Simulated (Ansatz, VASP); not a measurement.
FeO (Wuestite) in VASP and in Ansatz

```
Fe O
1.0
     1.51882    0.87689    2.51958
    -1.51882    0.87689    2.51958
     0.00000   -1.75378    2.51958
Fe O
1 1
Cartesian
  0.0044 0.0002 0.0152
  -0.0560 0.0328 3.7337
```

Change from the starting cell: atoms moved at random, drawn with an rms of 0.05 Å.

Alike in both runs: task single point; functional PBE; k mesh 11 × 11 × 11; occupations fermi-dirac, width 0.05 eV; collinear spin, ferromagnetic start.

|  | VASP | Ansatz |
| --- | --- | --- |
| version | VASP 6.6.1 | Ansatz 0.2.0 |
| potentials or method | VASP PAW PBE potentials, release 64 (Fe, O) | Ansatz PAW |
| plane-wave cutoff (eV) | 520 | 420 |
| valence electrons in the cell | 14 | 22 |

Ansatz gave:

```
gap on the k mesh at the Fermi level (eV)                     : none
pressure (GPa)                                                : -0.5
largest component of the traceless stress (GPa)               : 0.87
rms of the force components (eV/Å)                            : 0.161
net moment per atom (μB)                                      : 2.00
size of the moment on the site where the two differ most (μB) : 3.39
```

Task: Which values does VASP return?

Result: gap on the k mesh at the Fermi level (eV): none; pressure (GPa): -0.4; largest component of the traceless stress (GPa): 0.90; rms of the force components (eV/Å): 0.167; net moment per atom (μB): 2.00; size of the moment on the site where the two differ most (μB): 3.62.

Site moments also hang on the region over which each program counts them. Atom by atom the forces differ by 0.006 eV/Å (rms over components). A gap of «none» marks a metal or a gap that the smearing closes. The two sets of potentials don't hold the same shells in valence.

Caveats: a cell with one magnetic atom can't hold antiferromagnetic order, which such compounds often take; semilocal functionals often make such compounds metallic where correlation or magnetic order opens a gap, which also shifts bond lengths; the pressure holds a Pulay correction of +0.7 GPa for the finite cutoff (Ansatz).
